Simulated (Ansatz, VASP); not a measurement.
**AlNi in two plane-wave programs**

Aim: how closely do two programs agree when they are given the same cell, functional and k mesh? The structure shown is the end of the Ansatz relaxation below.

Main program and level: Ansatz 0.2.0; plane waves, with VASP 6.6.1 beside it; single point at PBEsol.

**1. Starting point**

Symmetry: P4/mmm, No. 123, tetragonal system. The conventional cell has a = 2.776 Å, b = 2.776 Å, c = 2.993 Å, α = 90.00°, β = 90.00°, γ = 90.00°. Ni has 8 Al at 2.47 Å nearest. Nearest to Al lie 8 Ni at 2.47 Å. Farther neighbours are not listed.

**2. Ansatz: relaxation, PBEsol**

Ansatz runs on its PAW soft_1 files.

This run makes the geometry at which the two programs are then compared.

Input file input.yaml:

```yaml
crystal:
  lattice:
    - [2.77610023, 0.0, 0.0]
    - [0.0, 2.77610023, 0.0]
    - [0.0, 0.0, 2.913474262]
  atoms:
    - { symbol: Ni, position: [0.5, 0.5, 0.5] }
    - { symbol: Al, position: [0.0, 0.0, 0.0] }
kpoints:
  mp_grid: { grid: [15, 15, 15] }
scf:
  occupations: { method: fermi_dirac, width: 0.05 }
hamiltonian:
  xc: pbesol
  pseudopotentials: { kind: paw, azcp: { folder: soft_1 }, xc_functional: pbe }
basis:
  ecutwfc: 600
output:
  forces: true
  stress: true
relax:
  f_tol: 0.005
  max_steps: 70
  cell: { stress_tol: 0.02, p_target: 0, fix: [a, b, alpha, beta, gamma] }
```

On the command line:

```sh
ansatz run input.yaml --threads 4 --pin off --max-ram 10240MiB --backend cpu --events-out ev --progress --plain --runs-dir out
```

Numbers of over 12 decimals in the logs are rounded to 6 here.

The log of the run:

```text
Engine: ansatz 0.2.0, x86_64-unknown-linux-gnu
Pseudopotentials: kind: paw
Pseudopotential: Ni, paw, valence charge 18, recommended cutoff 420 eV (normal), soft_1/Ni.paw.azcp
Pseudopotential: Al, paw, valence charge 3, recommended cutoff 420 eV (normal), soft_1/Al.paw.azcp
Functional definition: PBEsol
  exchange = pbesol_x
  correlation = pbesol_c
Crystal: 2 atoms, lattice volume = 22.453 Å³
Basis set: ecut = 600 eV, 755 PW (Γ), exchange–correlation on 48×48×48 points (8 copies of the dense FFT grid, shifted against one another)
Bands: 15, of which v1, the nominal top of the filled ones, is band 11 counted from 1 (10 counted from 0)
Symmetry: 16 space group operations
Space group: P4/mmm (ITA 123), of the structure as read, at distance tolerance 2.8e-5 Å
k-points: 288 of 3375
Non-local potential: Ni, projectors of the file, l = 0: 3, l = 1: 2, l = 2: 3, l = 3: 1
Non-local potential: Al, projectors of the file, l = 0: 2, l = 1: 2, l = 2: 1
PAW form: soft (Blöchl's): semilocal exchange-correlation on the pseudo side does not see the compensation charge
PAW frozen core: Ni, regenerated for the run's functional, and the local potential with it (the file was generated under x = pbe(κ = 0.804, μ = 0.219515), c = pbe(β = 0.066725))
PAW frozen core: Al, regenerated for the run's functional, and the local potential with it (the file was generated under x = pbe(κ = 0.804, μ = 0.219515), c = pbe(β = 0.066725))
PAW one-centre angular grid: Ni, 590 points (default); XC on 64 Gauss nodes
PAW one-centre angular grid: Al, 110 points (default); XC on 64 Gauss nodes
Initial density: superposition of atomic densities (chi_scale 0.1, normalization cell, long waves kept (reshape's long-wave potential 0.00 eV rms))
Initial wavefunctions: pseudopotential atomic-orbital guess
Functional: x = pbesol(κ = 0.804, μ = 0.123457), c = pbesol(β = 0.046)
SCF iter   1: F=—  HF=-6331.171163 eV  |F-HF|=—  |Δ(HF+E_count)|=         —  Δρ=6.74e-2  dr2=1.09e0  ethr=3.10e-3  ⟨swp⟩=4.0  Hψ=19631  notcnv=0
preconditioner: auto → none  [metal: Δε(μ)=0.034 eV  Ē_g=10.566 eV  σ=0.050 eV  W_gap=0.17  n_scr=6 (ndim 8)  ℏωp=28.3 eV  f_vac=0.000  D(μ)=0.62/eV (n_scr^D=2)  sad-step TF]
SCF iter   2: F=—  HF=-6331.036687 eV  |F-HF|=—  |Δ(HF+E_count)|=   1.34e-1  Δρ=5.33e-2  dr2=7.07e-1  ethr=3.10e-3  ⟨swp⟩=2.0  Hψ=7804  notcnv=0  defer=56
SCF iter   3: F=—  HF=-6330.860408 eV  |F-HF|=—  |Δ(HF+E_count)|=   1.76e-1  Δρ=1.75e-2  dr2=6.64e-2  ethr=3.10e-3  ⟨swp⟩=2.0  Hψ=5494  notcnv=0  defer=56
SCF iter   4: F=—  HF=-6330.847576 eV  |F-HF|=—  |Δ(HF+E_count)|=   1.28e-2  Δρ=5.35e-3  dr2=3.39e-3  ethr=3.16e-4  ⟨swp⟩=2.1  Hψ=7729  notcnv=0  defer=52
SCF iter   5: F=—  HF=-6330.847512 eV  |F-HF|=—  |Δ(HF+E_count)|=   6.37e-5  Δρ=1.31e-3  dr2=1.73e-4  ethr=1.61e-5  ⟨swp⟩=2.1  Hψ=7743  notcnv=0  defer=50
SCF iter   6: F=—  HF=-6330.847429 eV  |F-HF|=—  |Δ(HF+E_count)|=   8.31e-5  Δρ=3.40e-4  dr2=1.24e-5  ethr=8.24e-7  ⟨swp⟩=2.4  Hψ=7063  notcnv=0  defer=50
SCF iter   7: F=—  HF=-6330.847422 eV  |F-HF|=—  |Δ(HF+E_count)|=   7.40e-6  Δρ=4.00e-5  dr2=1.91e-7  ethr=5.89e-8  ⟨swp⟩=2.4  Hψ=6485  notcnv=0  defer=50
SCF iter   8: F=-6330.847422 eV  HF=-6330.847422 eV  |F-HF|=1.94e-9  |Δ(HF+E_count)|=   5.28e-8  Δρ=3.32e-6  dr2=1.57e-9  ethr=4.76e-10  ⟨swp⟩=4.7  Hψ=15338  notcnv=0
SCF 1 converged in 8 iterations: F = -6330.847422 eV  dr2 = 1.57e-9
  greatest PAW one-centre occupation: 1.001 electrons in one spin orbital (limit 2), on the Ni atom at site 0 (counted from 0), in its partial waves of l = 1
relax step   1: F+E_penalty+E_count = -6330.84742175 eV  Δ(F+E_penalty+E_count) = +0.000e0 eV  max|allowed force component| = 1.918e-29 eV/Å  Δτ_max = 0.0000 Å  P = +8.271 GPa  Ω = 22.453 Å³  fix = [a, b, alpha, beta, gamma]  reactions: a +9.360, b +9.360 GPa  (8 SCF iters, dr2 threshold 1.00e-7 eV, accepted)
[...]
relax step   2: F+E_penalty+E_count = -6330.85506140 eV  Δ(F+E_penalty+E_count) = -7.640e-3 eV  max|allowed force component| = 3.555e-28 eV/Å  Δτ_max = 0.0000 Å  P = +5.967 GPa  Ω = 22.717 Å³  energy of the carried Pulay correction = -3.877e-5 eV  fix = [a, b, alpha, beta, gamma]  reactions: a +7.310, b +7.310 GPa  (6 SCF iters, dr2 threshold 2.00e-7 eV, accepted)
[...]
relax step   3: F+E_penalty+E_count = -6330.85845299 eV  Δ(F+E_penalty+E_count) = -3.392e-3 eV  max|allowed force component| = 5.044e-29 eV/Å  Δτ_max = 0.0000 Å  P = +3.470 GPa  Ω = 23.025 Å³  energy of the carried Pulay correction = -8.345e-5 eV  fix = [a, b, alpha, beta, gamma]  reactions: a +5.025, b +5.025 GPa  (6 SCF iters, dr2 threshold 2.00e-7 eV, accepted)
[...]
relax step   4: F+E_penalty+E_count = -6330.85849233 eV  Δ(F+E_penalty+E_count) = -3.934e-5 eV  max|allowed force component| = 4.452e-29 eV/Å  Δτ_max = 0.0000 Å  P = +3.159 GPa  Ω = 23.065 Å³  energy of the carried Pulay correction = -8.922e-5 eV  fix = [a, b, alpha, beta, gamma]  reactions: a +4.737, b +4.737 GPa  (6 SCF iters, dr2 threshold 2.00e-7 eV, accepted)
[...]
relax step   5: F+E_penalty+E_count = -6330.85857398 eV  Δ(F+E_penalty+E_count) = -8.165e-5 eV  max|allowed force component| = 7.396e-31 eV/Å  Δτ_max = 0.0000 Å  P = +3.157 GPa  Ω = 23.065 Å³  fix = [a, b, alpha, beta, gamma]  reactions: a +4.735, b +4.735 GPa  stress off target by 9.07e-4 GPa on what of the cell is left free  SCF on the basis re-selected at this cell (its energy is not comparable with the rows above)  (9 SCF iters)
basis re-selected at this cell: Δ(F+E_penalty+E_count) = -8.165e-5 eV, ΔP = -0.002 GPa vs the last step (what re-selecting the basis moved, of the pressure what is left beyond the Pulay correction that the steps carried, after the strain that the cell walked since its last selection, with what the two solves' SCF thresholds leave and, on support functions, any second-order correction that the steps lacked; it is no m [...]
SCF converged after 9 iterations
Free energy (F): -6330.858574 eV
Harris-Foulkes:  -6330.858574 eV  (|F-HF|=9.09e-13)
Internal energy: -6330.852441 eV  (E = F + TS)
E sigma→0 (E₀):  -6330.855507 eV
Entropy (-TS):   -0.006133 eV (-3.067 meV/atom)
Fermi energy:    14.357485 eV
--- Per-component energies (eV) ---
  E_band       = -329.000620
  E_kinetic    = 369.641645
  E_local      = -3702.933340  (includes V_loc(G=0)·N_el)
  E_nonlocal   = -104.869386
  E_hartree    = 1946.051037
  E_xc         = -152.020260
  E_vxc        = -177.920225  (∫ρ·V_xc dr)
  E_paw        = -2081.292435  (= ΣΔE_a)
  E_vpaw       = -605.021648  (= ΣTr[D̂ρ^β])
  E_aug_tail   = 0.000259  (compensation charges beyond the density's cutoff)
  E_ewald      = -2605.646391
  E_core_change = 0.216428  (= ΣΔE_core)
  E_smearing   = -0.006133  (= −TS)
  E_closure    = 0.000000  (closes the sum)
  Σ components = -6330.858574   (vs F -6330.858574, Δ=0.00e0)
--- Forces (eV/Å), atoms counted from 1 ---
  atom   1  Ni     0.00000000     0.00000000     0.00000000
  atom   2  Al    -0.00000000    -0.00000000     0.00000000
  max |Σ_I F_I| component: 1.48e-30 eV/Å
--- Stress (GPa, compression-positive) ---
        4.735371       0.000000       0.000000
        0.000000       4.735371       0.000000
        0.000000       0.000000      -0.000907
  P = ⅓ Tr σ = 3.1566 GPa (31.566 kbar)
--- Relaxed structure (4 steps of the walk, 4 accepted, 1 SCFs on fresh bases) ---
  F+E_penalty+E_count = -6330.85857398 eV   max|allowed force component| = 7.396e-31 eV/Å   (the final SCF, on the basis selected at the relaxed cell)
  cell:  # Å, volume = 23.0649 Å³
    - [2.77610023, 0.0, 0.0]
    - [0.0, 2.77610023, 0.0]
    - [0.0, 0.0, 2.992818]
  atoms:
    - { symbol: Ni, position: [0.5, 0.5, 0.500000] }
    - { symbol: Al, position: [0, 0, 0.0] }
```

**3. VASP: single point, PBEsol, pair 1**

The same cell, functional, mesh and smearing now go to VASP, with its own data sets.

Lines of VASP's logs that name or quote its potential files are left out, and so is its time.

Input file INCAR:

```
SYSTEM = AlNi
PREC = Accurate
ENCUT = 600
EDIFF = 1E-06
NELM = 120
ISMEAR = -1
SIGMA = 0.05
LREAL = .FALSE.
ALGO = Normal
GGA = PS
NBANDS = 12
LASPH = .TRUE.
LORBIT = 11
LWAVE = .FALSE.
LCHARG = .FALSE.
ISIF = 2
GGA_COMPAT = .FALSE.
KPAR = 2
```

Input file POSCAR:

```
AlNi
1.0
    2.7761002300      0.0000000000      0.0000000000
    0.0000000000      2.7761002300      0.0000000000
    0.0000000000      0.0000000000      2.9928184804
Ni Al
1 1
Direct
    0.5000000000      0.5000000000      0.5000000000
    0.0000000000      0.0000000000      0.0000000000
```

Input file KPOINTS:

```
Automatic mesh
0
Gamma
15 15 15
0 0 0
```

The projector-augmented-wave data sets are Ni and Al (PBE family, release 64).

On the command line:

```sh
mpirun -np 2 vasp_std
```

The log of the run:

```text
[banner, memory and clock lines left out]
running    2 mpi-ranks, on    1 nodes
 distrk:  each k-point on    1 cores,    2 groups
 distr:  one band on    1 cores,    1 groups

 POSCAR found type information on POSCAR NiAl
 POSCAR found :  2 types and       2 ions
|                                                                             |
|               ----> ADVICE to this user running VASP <----                  |
|                                                                             |
|     You enforced a specific xc type in the INCAR file but a different       |
|     [... a line on the potential file left out ...]
|     I HOPE YOU KNOW WHAT YOU ARE DOING!                                     |
|                                                                             |

 LDA part: xc-table for (Slater+PW92), standard interpolation
 POSCAR, INCAR and KPOINTS ok, starting setup
 FFT: planning ... GRIDC
 FFT: planning ... GRID_SOFT
 FFT: planning ... GRID
 WAVECAR not read
 entering main loop
       N       E                     dE             d eps       ncg     rms          rms(c)
DAV:   1     0.437551032366E+02    0.43755E+02   -0.61080E+03  6968   0.128E+03
DAV:   2    -0.114596428540E+02   -0.55215E+02   -0.50839E+02  7064   0.208E+02
DAV:   3    -0.132338842982E+02   -0.17742E+01   -0.17511E+01  8432   0.434E+01
DAV:   4    -0.132589686919E+02   -0.25084E-01   -0.25074E-01  7728   0.463E+00
DAV:   5    -0.132596895070E+02   -0.72082E-03   -0.72080E-03  8452   0.875E-01    0.131E+01
DAV:   6    -0.152977709628E+02   -0.20381E+01   -0.55449E+01  7756   0.120E+02    0.163E+01
DAV:   7    -0.115999122549E+02    0.36979E+01   -0.15996E+01  7840   0.706E+01    0.117E+00
DAV:   8    -0.115827754434E+02    0.17137E-01   -0.38661E-01  8416   0.747E+00    0.103E+00
DAV:   9    -0.115677018457E+02    0.15074E-01   -0.49533E-02  8332   0.324E+00    0.224E-01
DAV:  10    -0.115671537240E+02    0.54812E-03   -0.20828E-03  8616   0.692E-01    0.849E-02
DAV:  11    -0.115671550014E+02   -0.12774E-05   -0.63669E-05  8300   0.738E-02    0.247E-02
DAV:  12    -0.115671535002E+02    0.15012E-05   -0.79854E-06  8384   0.462E-02    0.459E-03
DAV:  13    -0.115671530614E+02    0.43879E-06   -0.22842E-07  4204   0.508E-03
   1 F= -.11567153E+02 E0= -.11564167E+02  d E =-.597299E-02
```

Parts of OUTCAR (step 3):

```text
ion  position               nearest neighbor table
   1  0.500  0.500  0.500-   2 2.47   2 2.47   2 2.47   2 2.47   2 2.47   2 2.47   2 2.47   2 2.47

  LATTYP: Found a simple tetragonal cell.
 ALAT       =     2.7761002300
 C/A-ratio  =     1.0780657154

 Subroutine GETGRP returns: Found 16 space group operations
 (whereof 16 operations were pure point group operations)

The static configuration has the point symmetry D_4h.

 Found    288 irreducible k-points:

   k-points           NKPTS =    288   k-points in BZ     NKDIM =    288   number of bands    NBANDS=     12

   dimension x,y,z NGX =    24 NGY =   24 NGZ =   24
   dimension x,y,z NGXF=    48 NGYF=   48 NGZF=   48

   ENCUT  =  600.0 eV  44.10 Ry    6.64 a.u.   5.54  5.54  5.98*2*pi/ulx,y,z

   NELECT =      13.0000    total number of electrons

 k-points in reciprocal lattice and weights: Automatic mesh
   0.00000000  0.00000000  0.00000000       0.000
   0.06666667  0.00000000  0.00000000       0.001
   0.13333333  0.00000000  0.00000000       0.001
   0.20000000  0.00000000  0.00000000       0.001
   0.26666667  0.00000000  0.00000000       0.001
   0.33333333  0.00000000  0.00000000       0.001
   0.40000000  0.00000000  0.00000000       0.001
   0.46666667  0.00000000  0.00000000       0.001
   0.06666667  0.06666667  0.00000000       0.001
[...]
0.46666667  0.40000000  0.46666667       0.005
   0.46666667  0.46666667  0.46666667       0.002

 average (electrostatic) potential at core
       1 -80.9282       2 -69.2712

 E-fermi :  10.3766

 k-point     1 :       0.0000    0.0000    0.0000
  band No.  band energies     occupation
    ...
      2       6.9134      2.00000
      3       6.9968      2.00000
      4       8.7079      2.00000
      5       8.7079      2.00000
      6       8.9145      2.00000
      7      14.2870      0.00000
      8      16.9723      0.00000
      9      16.9723      0.00000
     10      18.1068      0.00000
     11      18.9405      0.00000
    ...

 k-point     2 :       0.0667    0.0000    0.0000
  band No.  band energies     occupation
    ...
      2       6.9336      2.00000
      3       7.0036      2.00000
      4       8.6536      2.00000
      5       8.7128      2.00000
      6       8.8776      2.00000
      7      14.4156      0.00000
      8      15.8782      0.00000
      9      17.0830      0.00000
     10      18.1984      0.00000
     11      19.7874      0.00000
    ...

 k-point     3 :       0.1333    0.0000    0.0000
  band No.  band energies     occupation
    ...
      2       6.9634      2.00000
      3       7.0338      2.00000
      4       8.5085      2.00000
      5       8.7268      2.00000
      6       8.7765      2.00000
      7      14.2259      0.00000
      8      14.7844      0.00000
      9      17.4065      0.00000
     10      18.2482      0.00000
     11      20.9196      0.00000
    ...

  Total        0.7151253      0.7151253      0.0159575      0.0000000     -0.0000000      0.0000000
  in kB       49.6754778     49.6754778      1.1084733      0.0000000     -0.0000000      0.0000000
  external PRESSURE =      33.4864763 kB  Pullay stress =       0.0000000 kB

  energy-cutoff  :      600.00
  volume of cell :       23.06
      direct lattice vectors                 reciprocal lattice vectors
     2.776100230  0.000000000  0.000000000     0.360217542  0.000000000  0.000000000
     0.000000000  2.776100230  0.000000000     0.000000000  0.360217542  0.000000000
     0.000000000  0.000000000  2.992818480     0.000000000  0.000000000  0.334133195

 POSITION                                       TOTAL-FORCE (eV/Angst)
 -----------------------------------------------------------------------------------
      1.38805      1.38805      1.49641         0.000000      0.000000      0.000000
      0.00000      0.00000      0.00000         0.000000      0.000000      0.000000
 -----------------------------------------------------------------------------------
    total drift:                                0.000000      0.000000     -0.000000

  FREE ENERGIE OF THE ION-ELECTRON SYSTEM (eV)
  ---------------------------------------------------
  free  energy   TOTEN  =       -11.5671530614 eV

  energy  without entropy=      -11.5611800676  energy(sigma->0) =      -11.56416656

 total charge
# of ion       s       p       d       tot
------------------------------------------
    1        0.496   0.552   8.494   9.542
    2        0.387   0.430   0.000   0.817
--------------------------------------------------
tot          0.883   0.982   8.494  10.359

[... 3 further parts left out ...]
```

This run has no spin polarisation, so a moment on Ni, if there is one, isn't seen. Its electron count is odd, so without a moment it is a metal by construction.

**4. Differences**

Known differences besides the potentials themselves: the data sets hold 21 valence electrons in Ansatz (on its PAW soft_1 files) and 13 in VASP; Ansatz makes its cores anew for this functional, VASP keeps those of its PBE data sets; Ansatz's pressure holds a Pulay correction, VASP's none. Total energies have different zeros and are not compared.

Compared:

| quantity | Ansatz | VASP | difference |
| --- | --- | --- | --- |
| pressure (GPa) | 3.16 | 3.35 | -0.19 |

**5. Ansatz: relaxation, PBEsol**

This run makes the geometry at which the two programs are then compared. The cell compared in this pair holds 23.19 Å³, against 23.06 Å³ for the pair before.

The structure compared here is the end of the Ansatz relaxation.

input.yaml, the sections that differ from step 2:

```yaml
crystal:
  lattice:
    - [2.80471982, 0.0, 0.0]
    - [0.0, 2.80471982, 0.0]
    - [0.0, 0.0, 2.896302508]
  atoms:
    - { symbol: Ni, position: [0.5, 0.5, 0.5] }
    - { symbol: Al, position: [0.0, 0.0, 0.0] }
output:
  forces: true
  stress: true
  write_density: true
  write_potential: true
  elf: true
  volumetric_format: npy
# kpoints, scf, hamiltonian, basis, relax: as in step 2
```

On the command line:

```sh
ansatz run input.yaml --threads 4 --pin off --max-ram 10240MiB --backend cpu --events-out ev --progress --plain --runs-dir out
```

The log of the run:

```text
[...]
Crystal: 2 atoms, lattice volume = 22.784 Å³
Basis set: ecut = 600 eV, 747 PW (Γ), exchange–correlation on 48×48×48 points (8 copies of the dense FFT grid, shifted against one another)
Bands: 15, of which v1, the nominal top of the filled ones, is band 11 counted from 1 (10 counted from 0)
Symmetry: 16 space group operations
[...]
k-points: 288 of 3375
[...]
k-point 287: bands = [... 7 lower, 13.1408, 13.2649, 15.6486, 16.1549, 16.2346, 18.1213, 18.8504, 19.1275]
--- Relaxed structure (4 steps of the walk, 4 accepted, 1 SCFs on fresh bases) ---
[...]
cell:  # Å, volume = 23.1862 Å³
    - [2.80471982, 0.0, 0.0]
    - [0.0, 2.80471982, 0.0]
    - [0.0, 0.0, 2.947483]
  atoms:
    - { symbol: Ni, position: [0.5, 0.5, 0.5] }
    - { symbol: Al, position: [0, 0.0, 0.0] }
[key lines of the parts left out:]
SCF converged after 9 iterations
Free energy (F): -6330.870183 eV
Fermi energy:    14.273936 eV
P = ⅓ Tr σ = 2.0317 GPa (20.317 kbar)
```

**6. VASP: single point, PBEsol, pair 2**

The same cell, functional, mesh and smearing now go to VASP, with its own data sets.

INCAR is that of step 3.

Input file POSCAR:

```
AlNi
1.0
    2.8047198200      0.0000000000      0.0000000000
    0.0000000000      2.8047198200      0.0000000000
    0.0000000000      0.0000000000      2.9474832917
Ni Al
1 1
Direct
    0.5000000000      0.5000000000      0.5000000000
    0.0000000000      0.0000000000      0.0000000000
```

KPOINTS is that of step 3.

On the command line:

```sh
mpirun -np 2 vasp_std
```

The log of the run:

```text
[banner, memory and clock lines left out]
running    2 mpi-ranks, on    1 nodes
[...]
[... a notice as in an earlier step ...]

 LDA part: xc-table for (Slater+PW92), standard interpolation
 POSCAR, INCAR and KPOINTS ok, starting setup
[...]
entering main loop
       N       E                     dE             d eps       ncg     rms          rms(c)
DAV:   1     0.446092401258E+02    0.44609E+02   -0.61330E+03  6948   0.128E+03
DAV:   2    -0.113842566842E+02   -0.55993E+02   -0.51823E+02  7112   0.209E+02
DAV:   3    -0.132233477303E+02   -0.18391E+01   -0.18138E+01  8412   0.440E+01
DAV:   4    -0.132495543446E+02   -0.26207E-01   -0.26196E-01  7804   0.474E+00
[...]
DAV:  11    -0.115791443978E+02   -0.24101E-05   -0.60880E-05  8192   0.703E-02    0.245E-02
DAV:  12    -0.115791430382E+02    0.13596E-05   -0.73160E-06  8272   0.448E-02    0.418E-03
DAV:  13    -0.115791426204E+02    0.41785E-06   -0.17989E-07  4156   0.512E-03
   1 F= -.11579143E+02 E0= -.11576015E+02  d E =-.625562E-02
```

(Part 1 of 2 ends here.)

[Lines on the potential files, build, host, timing and source positions are cut from VASP's logs without a mark.]

[Logs are printed without paths, hosts, clocks, repeated set-up lines and the standing remarks that a program may print on its own settings, such as how far it seeks lower states.]

[Hosts, paths, dates, database ids (printed as entryN), source tags and the programs' standing remarks are cut or masked in the printed files.]
